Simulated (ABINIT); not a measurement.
The system is NbP.

```
CELL_PARAMETERS angstrom
-1.67492 1.67492 5.74011
1.67492 -1.67492 5.74011
1.67492 1.67492 -5.74011
ATOMIC_POSITIONS crystal
Nb 0.24988 0.74988 0.50000
Nb 0.49988 0.49988 0.00000
P 0.83275 0.33275 0.50000
P 0.08275 0.08275 0.00000
```

The cell is a database's computed one.

```yaml
Program: ABINIT 10.8.3 (patched build)
Task: relaxation of cell and atoms
Functional: LDA
Potentials_or_basis: JTH PAW LDA v2.0
Cutoff: 544 eV
k_mesh: 7 × 7 × 7
Occupations: fermi-dirac, width 0.05 eV
Spin: no spin polarisation
```

At the start: pressure -9.3 GPa; volume 16.10 Å³/atom.

Task: How do energy, volume and symmetry change on relaxing?

Result: Over 6 steps the energy falls by 23.5 meV/atom and the volume is 15.33 Å³/atom (-4.8 %); space group I4_1md (No. 109, to 0.05 Å).

Step by step:
```csv
step,energy change (eV),largest force (eV/Å),pressure (GPa),volume (Å³)
1,0.0000,0.0218,-9.30,64.41
2,-0.0765,0.0261,-4.06,62.60
3,-0.0928,0.0321,0.27,61.27
4,-0.0931,0.0322,0.04,61.33
5,-0.0938,0.0284,-0.21,61.38
6,-0.0940,0.0211,-0.10,61.34
```

Final structure:
```
CELL_PARAMETERS angstrom
-1.65198 1.65198 5.61900
1.65198 -1.65198 5.61900
1.65198 1.65198 -5.61900
ATOMIC_POSITIONS crystal
Nb 0.25015 0.75015 0.50000
Nb 0.50015 0.50015 0.00000
P 0.83248 0.33248 0.50000
P 0.08248 0.08248 0.00000
```
